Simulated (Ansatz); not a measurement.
## Al: strain energy, fitted

Al, Fm-3m, a = 4.015 Å. Ansatz: PBEsol, PAW, 420 eV, Γ-centred 18×18×14 mesh on 2 atoms, Gaussian smearing 0.10 eV; no spin polarisation. Series: biaxial strain in the a-b plane, c and atoms relaxed; x is the strain in per cent. The axes a, b, c are those of the computed cell (2.839, 2.839, 4.015 Å), along [1 1 0], [-1 1 0], [0 0 1] of the cell named above. y is the free energy over the unstrained cell, V0 = 16.185 Å³/atom.

```
x (%) y (meV/atom)
 -4.5             ?
 -3.0         11.84
 -1.5          3.09
  0.0          0.00
  1.5          3.26
  3.0          7.82
  4.5         17.80
```

Task: Fit y = c2 x² + c3 x³ to the other rows, turn c2 into a modulus, and predict the missing energy.

Result: Least squares on the rows shown. y = 1.1365 x² − 0.059586 x³. In eV per unit strain² c2 is 11.37; M is the biaxial modulus (E = M V0 ε²): 11.37 × 160.2 / (16.185) = 112 GPa. With a term in x⁴ added, the coefficient of x² becomes 1.083, 5 % less, which shows how far this figure hangs on the form. At x = -4.5 the fit asked for gives 28.44 meV/atom. The run gave 27.59 meV/atom, so the fit is 0.85 meV/atom too high, within twice the rms miss on the fitted rows (0.57 meV/atom).